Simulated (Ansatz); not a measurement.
All numbers below come from DFT PBE, scalar-relativistic, plane waves, PAW (Ansatz 0.2.0). Settings of the last relaxation (4-atom cell): 420 eV, 4×4×4 k points, Gaussian smearing of 0.02 eV, no spin polarisation.

Energies over the elements count from the elements' standard structures at the same level, with no fitted energy shifts.

Task: Give a relaxed trial structure of a tetragonal wide-gap insulator with formula KI, with a gap near 3.9 eV, a formation energy near −1.37 eV/atom and a density near 1.3 g/cm³, in a cell of 4 atoms. Its symmetry should be P4/nmm (No. 129).

Result: KI, space group P4/nmm (No. 129). K is surrounded by 4 I at 3.47 Å; I is surrounded by 4 K at 3.47 Å.

```cif
data_structure
_symmetry_space_group_name_H-M 'P 1'
_symmetry_Int_Tables_number 1
_cell_length_a 6.9339
_cell_length_b 6.9339
_cell_length_c 9.1489
_cell_angle_alpha 90.000
_cell_angle_beta 90.000
_cell_angle_gamma 90.000
_cell_volume 439.87
loop_
_atom_site_label
_atom_site_type_symbol
_atom_site_fract_x
_atom_site_fract_y
_atom_site_fract_z
_atom_site_occupancy
K1 K 0.50000 0.00000 0.99367 1
K2 K 0.00000 0.50000 0.00633 1
I1 I 0.00000 0.00000 0.00000 1
I2 I 0.50000 0.50000 0.00000 1
```

| Quantity | Value |
| --- | --- |
| Volume per atom | 110.0 Å³ |
| Density | 1.3 g/cm³ |
| Energy over the elements | −1.366 eV/atom |
| Gap on the 4×4×4 mesh of the 4-atom cell | 3.87 eV |

The cell was found from a structure generator's guess, not taken from experiment. The answer needn't be unique; the calculation gave this one.

No dispersion correction is applied, so the spacing and binding between layers, chains or molecules are poorly described. These runs have no spin–orbit coupling, which can matter for I. Kohn–Sham gaps at this level usually fall short of measured ones. The missing spin–orbit coupling can work the other way here. The reference form of I is held partly by dispersion forces, which this level lacks. Symmetry constrained the relaxation, so the result can be a saddle point.
